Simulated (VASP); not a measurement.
# CdTe (F-43m) in VASP: notebook

Aim: see how the results for CdTe move with the level of theory and the settings. Levels: PBE, HSE06. Tasks: single point.

Everything below comes from runs of VASP 6.6.1. Logs are shortened: lines on timing, memory, paths and dates and some standing lists are left out, and cuts for length are marked.

**The experiment to reproduce.**

A printed reference work, data compilation reports, for a bulk crystal of CdTe at 0 K: band gap 1.607 eV.

The results are compared with them further down.

**1. Starting point**

Symmetry: F-43m, No. 216, cubic system. The conventional cell has a = 6.560 Å, b = 6.560 Å, c = 6.560 Å, α = 90.00°, β = 90.00°, γ = 90.00°. Cd (site symmetry -43m) is surrounded by 4 Te at 2.84 Å. Te (site symmetry -43m) is surrounded by 4 Cd at 2.84 Å.

**2. Single point, PBE**

INCAR reads:

```
  PREC = Accurate
  ENCUT = 520
  EDIFF = 1E-6
  ISMEAR = 0
  SIGMA = 0.01
  LREAL = False
  LASPH = True
  NELM = 100
  ALGO = Normal
  ISIF = 2
  LWAVE = False
  LCHARG = False
  GGA = PE
  NBANDS = 16
```

KPOINTS reads:

```
Automatic mesh
0
Gamma
  6 6 6
```

POSCAR reads:

```
CdTe
1.0
    0.0000000000      3.2799012448      3.2799012448
    3.2799012448      0.0000000000      3.2799012448
    3.2799012448      3.2799012448      0.0000000000
Cd Te
1 1
Direct
    0.0000000000      0.0000000000      0.0000000000
    0.2500000000      0.2500000000      0.2500000000
```

Potentials or basis: VASP PAW PBE potentials, release 64 (Cd, Te).

On the command line:

```
$ cat potpaw_PBE.64/Cd/POTCAR potpaw_PBE.64/Te/POTCAR > POTCAR
$ mpirun -np 1 vasp_std > vasp.out
```

OUTCAR:

```text
PREC = Accurate
   ENCUT = 520
   EDIFF = 1E-6
   ISMEAR = 0
   LREAL = False
   LASPH = True
   NELM = 100
   ISIF = 2
   GGA = PE

 ion  position               nearest neighbor table
   1  0.000  0.000  0.000-   2 2.84   2 2.84   2 2.84   2 2.84
   2  0.250  0.250  0.250-   1 2.84   1 2.84   1 2.84   1 2.84

  LATTYP: Found a face centered cubic cell.
 ALAT       =     6.5598024896

  Lattice vectors:

 A1 = (   0.0000000000,   3.2799012448,   3.2799012448)
 A2 = (   3.2799012448,   0.0000000000,   3.2799012448)
 A3 = (   3.2799012448,   3.2799012448,   0.0000000000)

Analysis of symmetry for initial positions (statically):
=====================================================================
 Subroutine PRICEL returns:
 Original cell was already a primitive cell.

 Routine SETGRP: Setting up the symmetry group for a
 face centered cubic supercell.

 Subroutine GETGRP returns: Found 24 space group operations
 (whereof 24 operations were pure point group operations)
 out of a pool of 48 trial point group operations.

The static configuration has the point symmetry T_d .

Analysis of symmetry for dynamics (positions and initial velocities):
=====================================================================
 Subroutine PRICEL returns:
 Original cell was already a primitive cell.

 Routine SETGRP: Setting up the symmetry group for a
 face centered cubic supercell.

 Subroutine GETGRP returns: Found 24 space group operations
 (whereof 24 operations were pure point group operations)
 out of a pool of 48 trial point group operations.

The dynamic configuration has the point symmetry T_d .

 Subroutine INISYM returns: Found 24 space group operations
 (whereof 24 operations are pure point group operations),
 and found     1 'primitive' translations

----------------------------------------------------------------------------------------

                                     Primitive cell

  volume of cell :      70.5687

  direct lattice vectors                    reciprocal lattice vectors
     0.000000000  3.279901245  3.279901245    -0.152443614  0.152443614  0.152443614
     3.279901245  0.000000000  3.279901245     0.152443614 -0.152443614  0.152443614
     3.279901245  3.279901245  0.000000000     0.152443614  0.152443614 -0.152443614

  length of vectors
     4.638480824  4.638480824  4.638480824     0.264040085  0.264040085  0.264040085

  position of ions in fractional coordinates (direct lattice)
     0.000000000  0.000000000  0.000000000
     0.250000000  0.250000000  0.250000000

  ion indices of the primitive-cell ions
   primitive index   ion index
                 1           1
                 2           2

----------------------------------------------------------------------------------------

 KPOINTS: Automatic mesh

Automatic generation of k-mesh.
 Grid dimensions read from file:
 generate k-points for:    6    6    6

 Generating k-lattice:

  Cartesian coordinates                     Fractional coordinates (reciprocal lattice)
    -0.025407269  0.025407269  0.025407269     0.166666667  0.000000000  0.000000000
     0.025407269 -0.025407269  0.025407269     0.000000000  0.166666667  0.000000000
     0.025407269  0.025407269 -0.025407269     0.000000000  0.000000000  0.166666667

  Length of vectors
     0.044006681  0.044006681  0.044006681

  Shift w.r.t. Gamma in fractional coordinates (k-lattice)
     0.000000000  0.000000000  0.000000000

 Subroutine IBZKPT returns following result:
 ===========================================

 Found     16 irreducible k-points:

 Following reciprocal coordinates:
            Coordinates               Weight
  0.000000  0.000000  0.000000      1.000000
  0.166667  0.000000  0.000000      8.000000
  0.333333  0.000000  0.000000      8.000000
  0.500000  0.000000  0.000000      4.000000
  0.166667  0.166667  0.000000      6.000000
  0.333333  0.166667  0.000000     24.000000
[... 8 lines left out ...]
 -0.333333  0.333333  0.166667     24.000000
 -0.333333  0.500000  0.166667     12.000000
   k-points           NKPTS =     16   k-points in BZ     NKDIM =     16   number of bands    NBANDS=     16
   number of dos      NEDOS =    301   number of ions     NIONS =      2
   total plane-waves  NPLWV =  46656
   dimension x,y,z NGX =    36 NGY =   36 NGZ =   36
   dimension x,y,z NGXF=    72 NGYF=   72 NGZF=   72
   ions per type =               1   1
   NGX,Y,Z   is equivalent  to a cutoff of  12.90, 12.90, 12.90 a.u.
   NGXF,Y,Z  is equivalent  to a cutoff of  25.81, 25.81, 25.81 a.u.
 SYSTEM =  unknown system
   PREC   = accura    normal or accurate (medium, high low for compatibility)
   ISTART =      0    job   : 0-new  1-cont  2-samecut
   ICHARG =      2    charge: 1-file 2-atom 10-const
   ISPIN  =      1    spin polarized calculation?
   LNONCOLLINEAR =      F non collinear calculations
   LSORBIT =      F    spin-orbit coupling
   LASPH  =      T    aspherical Exc in radial PAW
   ENCUT  =  520.0 eV  38.22 Ry    6.18 a.u.   8.62  8.62  8.62*2*pi/ulx,y,z
   NELM   =    100;   NELMIN=  2; NELMDL= -5     # of ELM steps
   EDIFF  = 0.1E-05   stopping-criterion for ELM
   LREAL  =      F    real-space projection
[... 7 lines left out ...]
   TEBEG  =    0.0;   TEEND  =   0.0 temperature during run
   PSTRESS=    0.0 pullay stress
   NELECT =      18.0000    total number of electrons
   NUPDOWN=      -1.0000    fix difference up-down
   EMIN   =  10.00;   EMAX   =-10.00  energy-range for DOS
   EFERMI =   0.00;   METHOD = LEGACY
   ISMEAR =     0;   SIGMA  =   0.01  broadening in eV -4-tet -1-fermi 0-gaus
   EFERMI_NEDOS =   21; number of points for ismear=-14 and -15
   IALGO  =     38    algorithm
   IMIX   =      4    mixing-type and parameters
     AMIX     =   0.40;   BMIX     =  1.00
     AMIX_MAG =   1.60;   BMIX_MAG =  1.00
  volume/ion in A,a.u.               =      35.28       238.11
  Fermi-wavevector in a.u.,A,eV,Ry     =   1.038233  1.961976 14.666102  1.077928
  Thomas-Fermi vector in A             =   2.172708
   LORBIT       =      0    0 simple, 1 ext, 2 COOP (PROOUT), +10 PAW based schemes
   GGA     = PE    functional components
   LHFCALC =     F    Hartree Fock is set to
   AEXX    =    0.0000 exact exchange contribution
   IVDW    =     0    specifies the selected vdW correction
   LEPSILON=     F    determine dielectric tensor
   LRPA    =     F    only Hartree local field effects (RPA)
 non-spin polarized calculation
 Gauss-broadening in eV      SIGMA  =   0.01
  energy-cutoff  :      520.00
  volume of cell :       70.57
 maximum number of plane-waves:      1917
 NGX is ok and might be reduce to    36
   NGX = 17   NGY = 17   NGZ = 17

 number of electron      18.0000006 magnetization

 Free energy of the ion-electron system (eV)
  ---------------------------------------------------
  ext. energy  EPLUGINS =         0.00000000
  ---------------------------------------------------
  free energy    TOTEN  =        -4.79979179 eV

  energy without entropy =       -4.79979179  energy(sigma->0) =       -4.79979179

 E-fermi :   2.1018     XC(G=0):  -8.4234

 val. band max:        2.0270752248   @ k =   0.0000   0.0000   0.0000
 cond. band min:       2.6872317770   @ k =   0.0000   0.0000   0.0000
 fundamental gap:      0.6601565521
 Fermi energy:         2.1018194516

 k-point     1 :       0.0000    0.0000    0.0000
  band No.  band energies     occupation
      1      -8.9447      2.00000
      2      -6.1442      2.00000
      3      -6.1442      2.00000
      4      -6.1442      2.00000
      5      -5.9099      2.00000
      6      -5.9099      2.00000
[... 8 lines left out ...]
     15      11.3195      0.00000
     16      11.3195      0.00000

 k-point     2 :       0.1667    0.0000    0.0000
  band No.  band energies     occupation
      1      -8.8532      2.00000
      2      -6.1275      2.00000
      3      -6.1275      2.00000
      4      -6.0643      2.00000
      5      -5.9109      2.00000
      6      -5.9109      2.00000
[... 8 lines left out ...]
     15      10.4833      0.00000
     16      10.4833      0.00000

 k-point     3 :       0.3333    0.0000    0.0000
  band No.  band energies     occupation
      1      -8.6709      2.00000
      2      -6.0986      2.00000
      3      -6.0986      2.00000
      4      -5.9072      2.00000
      5      -5.9072      2.00000
      6      -5.8058      2.00000
[... 8 lines left out ...]
     15      10.8674      0.00000
     16      10.8674      0.00000

 k-point     4 :       0.5000    0.0000    0.0000
  band No.  band energies     occupation
      1      -8.5818      2.00000
      2      -6.0873      2.00000
      3      -6.0873      2.00000
      4      -5.9018      2.00000
      5      -5.9018      2.00000
      6      -5.5857      2.00000
[... 8 lines left out ...]
     15      12.2471      0.00000
     16      12.2471      0.00000

 k-point     5 :       0.1667    0.1667    0.0000
  band No.  band energies     occupation
      1      -8.8231      2.00000
      2      -6.1104      2.00000
      3      -6.1104      2.00000
      4      -6.0635      2.00000
      5      -5.9167      2.00000
      6      -5.9030      2.00000
[... 8 lines left out ...]
     15      11.1336      0.00000
     16      11.5586      0.00000

 k-point     6 :       0.3333    0.1667    0.0000
  band No.  band energies     occupation
      1      -8.6722      2.00000
      2      -6.0876      2.00000
      3      -6.0779      2.00000
      4      -5.9513      2.00000
      5      -5.8977      2.00000
      6      -5.8315      2.00000
[... 8 lines left out ...]
     15      11.7163      0.00000
     16      11.7569      0.00000
[... 115 lines left out ...]
 k-point    13 :       0.5000    0.5000    0.0000
  band No.  band energies     occupation
      1      -8.4714      2.00000
      2      -5.9995      2.00000
      3      -5.9981      2.00000
      4      -5.9981      2.00000
      5      -5.8823      2.00000
      6      -5.4581      2.00000
[... 8 lines left out ...]
     15      12.7735      0.00000
     16      13.4674      0.00000

 k-point    14 :       0.5000    0.3333    0.1667
  band No.  band energies     occupation
      1      -8.5558      2.00000
      2      -6.0585      2.00000
      3      -6.0511      2.00000
      4      -5.9452      2.00000
      5      -5.8983      2.00000
      6      -5.6120      2.00000
[... 8 lines left out ...]
     15      12.1909      0.00000
     16      13.2836      0.00000

 k-point    15 :      -0.3333    0.3333    0.1667
  band No.  band energies     occupation
      1      -8.4999      2.00000
      2      -6.0512      2.00000
      3      -6.0382      2.00000
      4      -5.9311      2.00000
      5      -5.9066      2.00000
      6      -5.4472      2.00000
[... 8 lines left out ...]
     15      12.4089      0.00000
     16      13.0769      0.00000

 k-point    16 :      -0.3333    0.5000    0.1667
  band No.  band energies     occupation
      1      -8.4725      2.00000
      2      -6.0262      2.00000
      3      -6.0246      2.00000
      4      -5.9517      2.00000
      5      -5.8979      2.00000
      6      -5.4044      2.00000
[... 8 lines left out ...]
     15      12.9450      0.00000
     16      13.2710      0.00000

------------------------ aborting loop because EDIFF is reached ----------------------------------------

  FORCE on cell =-STRESS in cart. coord.  units (eV):
  Direction    XX          YY          ZZ          XY          YZ          ZX
  --------------------------------------------------------------------------------------
  -------------------------------------------------------------------------------------
  Total        0.5001150      0.5001150      0.5001150      0.0000000     -0.0000000      0.0000000
  in kB       11.3545030     11.3545030     11.3545030      0.0000000     -0.0000000      0.0000000
  external PRESSURE =      11.3545030 kB  Pullay stress =       0.0000000 kB

 VOLUME and BASIS-vectors are now :
 -----------------------------------------------------------------------------
  energy-cutoff  :      520.00
  volume of cell :       70.57
      direct lattice vectors                 reciprocal lattice vectors
     0.000000000  3.279901245  3.279901245    -0.152443614  0.152443614  0.152443614
     3.279901245  0.000000000  3.279901245     0.152443614 -0.152443614  0.152443614
     3.279901245  3.279901245  0.000000000     0.152443614  0.152443614 -0.152443614

 POSITION                                       TOTAL-FORCE (eV/Angst)
 -----------------------------------------------------------------------------------
      0.00000      0.00000      0.00000         0.000000      0.000000      0.000000
      1.63995      1.63995      1.63995        -0.000000     -0.000000     -0.000000
 -----------------------------------------------------------------------------------
    total drift:                               -0.000000     -0.000000     -0.000000

  FREE ENERGIE OF THE ION-ELECTRON SYSTEM (eV)
  ---------------------------------------------------
  free  energy   TOTEN  =        -4.7997917941 eV

  energy  without entropy=       -4.7997917941  energy(sigma->0) =       -4.79979179
```

Run time: 8.7 s. Hardware: 1 thread of Intel Xeon 6975P-C (Granite Rapids), shared host; peak memory 0.2 GiB.

What came out:

| Property | Result |
| --- | --- |
| Free energy | -4.7998 eV |
| Pressure | 1.1 GPa |
| Band gap on the k mesh | 0.66 eV, direct |

Levels at points of the mesh, in eV from the valence-band top:
| k point | band 6 | band 7 | band 8 | band 9 | band 10 | band 11 | band 12 | band 13 |
| --- | --- | --- | --- | --- | --- | --- | --- | --- |
| (0.00, 0.00, 0.00) | -7.94 | 0.00 | 0.00 | 0.00 | 0.66 | 4.62 | 4.62 | 4.62 |
| (0.50, 0.00, 0.00) | -7.61 | -4.22 | -0.72 | -0.72 | 1.78 | 5.20 | 5.20 | 7.05 |
| (0.50, 0.50, 0.00) | -7.49 | -4.14 | -1.74 | -1.74 | 2.67 | 2.68 | 8.65 | 8.95 |

Caveat: spin-orbit coupling is left out, which moves the levels of the heavy elements.

**3. Single point, HSE06**

POSCAR is that of step 2.

INCAR.step1 reads:

```
SYSTEM = CdTe
PREC = Accurate
ENCUT = 520
EDIFF = 1E-5
ISMEAR = 0
SIGMA = 0.01
LREAL = .False.
LASPH = .True.
NELM = 100
ALGO = Normal
ISIF = 2
LWAVE = .True.
LCHARG = .False.
GGA = PE
NBANDS = 16
```

INCAR.step2 reads:

```
SYSTEM = CdTe
PREC = Accurate
ENCUT = 520
EDIFF = 1E-6
ISMEAR = 0
SIGMA = 0.01
LREAL = .False.
LASPH = .True.
NELM = 100
ALGO = Normal
ISIF = 2
LWAVE = .False.
LCHARG = .False.
GGA = PE
LHFCALC = .True.
HFSCREEN = 0.2079
PRECFOCK = Normal
ISTART = 1
NBANDS = 16
```

KPOINTS reads:

```
regular mesh
0
Gamma
  4 4 4
  0 0 0
```

Potentials or basis: VASP PAW PBE potentials, release 64 (Cd, Te).

On the command line:

```
$ cat potpaw_PBE.64/Cd/POTCAR potpaw_PBE.64/Te/POTCAR > POTCAR
$ cp INCAR.step1 INCAR
$ mpirun -np 1 vasp_std > vasp.out
$ cp INCAR.step2 INCAR
$ mpirun -np 1 vasp_std > vasp.out
```

It took 5.4 min on 1 thread of Intel Xeon 6975P-C (Granite Rapids), shared host; peak memory 0.32 GiB.

The run converged. Its results:

```
Free energy            : -5.9942 eV
Pressure               : 0.2 GPa
Band gap on the k mesh : 1.44 eV, direct
```

Levels at points of the mesh, in eV from the valence-band top:
```tsv
k point	band 5	band 6	band 7	band 8	band 9	band 10	band 11	band 12	band 13	band 14
(0.00, 0.00, 0.00)	-9.26	-9.26	0.00	0.00	0.00	1.44	5.49	5.49	5.49	8.44
(0.50, 0.00, 0.00)	-9.25	-8.84	-4.52	-0.77	-0.77	2.58	6.06	6.06	7.94	9.60
(0.50, 0.50, 0.00)	-9.23	-8.66	-4.41	-1.87	-1.87	3.35	3.47	9.77	10.17	10.17
```

Caveat: the PAW data sets were made with another functional, which shifts forces and pressure a little; spin-orbit coupling is left out, which moves the levels of the heavy elements.

**4. Single point, PBE**

INCAR reads:

```
ALGO = Fast ; EDIFF = 1E-7
ENCUT = 520 ; GGA = PE
ISIF = 2 ; ISMEAR = 0
LASPH = True ; LCHARG = False
LREAL = False ; LWAVE = False
NBANDS = 16 ; NELM = 80
PREC = Accurate ; SIGMA = 0.01
```

KPOINTS reads:

```
k-points
0
Gamma
  6 6 6
```

POSCAR is that of step 3.

On the command line:

```
$ cat potpaw_PBE.64/Cd/POTCAR potpaw_PBE.64/Te/POTCAR > POTCAR
$ mpirun -np 1 vasp_std > vasp.out
```

It took 10 s on 1 thread of Intel Xeon 6975P-C (Granite Rapids), shared host; peak memory 0.2 GiB.

It converged, with:

| Quantity | Value |
| --- | --- |
| Free energy | -4.7998 eV |
| Pressure | 1.1 GPa |
| Band gap on the k mesh | 0.66 eV, direct |

Levels at points of the mesh, in eV from the valence-band top:
```tsv
k point	band 6	band 7	band 8	band 9	band 10	band 11	band 12	band 13
(0.00, 0.00, 0.00)	-7.94	0.00	0.00	0.00	0.66	4.62	4.62	4.62
(0.50, 0.00, 0.00)	-7.61	-4.22	-0.72	-0.72	1.78	5.20	5.20	7.05
(0.50, 0.50, 0.00)	-7.49	-4.14	-1.74	-1.74	2.67	2.68	8.65	8.95
```

Caveat: spin-orbit coupling is left out, which moves the levels of the heavy elements.

**5. How close it comes**

Step 2. Against the measured gap of CdTe, 1.607 eV (0 K; a printed reference work, data compilation), the calculated 0.66 eV is off by -0.95 eV. Spin-orbit coupling on Cd, Te is left out. The value is that of PBE, without temperature or zero-point motion. Semilocal functionals fall short of measured gaps as a rule.

Step 3. Measured gap of CdTe: 1.607 eV (0 K; a printed reference work, data compilation). This calculation gives 1.44 eV (-0.16 eV). Spin-orbit coupling on Cd, Te is left out. The value is that of HSE06, without temperature or zero-point motion.

Step 4. A measured gap of CdTe is 1.607 eV (0 K; a printed reference work, data compilation); the calculated 0.66 eV misses it by -0.95 eV. Spin-orbit coupling on Cd, Te is left out. The value is that of PBE, without temperature or zero-point motion. Semilocal functionals fall short of measured gaps as a rule.
